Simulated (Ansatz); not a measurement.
**Si7Ge: enthalpy against pressure**

Si7Ge, P-43m, a = 5.459 Å. The structure is a Materials Project entry; whether it is the stable form wasn't checked. Ansatz: PBEsol, PAW, 420 eV, Γ-centred 8×8×8 mesh on 8 atoms, Gaussian smearing 0.01 eV; no spin polarisation. Cell and atoms are relaxed at each pressure, and no other structure is tried, so the rows at high pressure may lie past a change of phase. y is the enthalpy over the state at zero pressure; there V0 = 20.337 Å³/atom. The pressures are the targets, met within 0.07 GPa.

| P (GPa) | y (eV/atom) |
| --- | --- |
| -2.0 | -0.2568 |
| 0.0 | 0.0000 |
| 2.0 | 0.2512 |
| 5.0 | ? |
| 10.0 | 1.2100 |
| 20.0 | 2.3293 |

Problem. Fit y = c1 P + c2 P² + c3 P³ to the other rows, say what c1 and c2 mean, and predict the missing value.

Solution. Least squares on the rows shown. y = 0.12699 P − 0.00067173 P² + 7.2806×10⁻⁶ P³. Since dH/dP = V, c1 is V0: 0.12699 eV/GPa × 160.2 = 20.344 Å³ against 20.337; c2 = −V0/(2B0) gives B0 = 95 GPa, where a Birch–Murnaghan fit to the volumes of the same runs (not shown) gives 91 GPa: a cubic over this range folds the higher terms into c2. At P = 5.0 the fit asked for gives 0.6191 eV/atom. The run gave 0.6187 eV/atom, so the fit is 0.0004 eV/atom too high, a small miss on the scale of the series.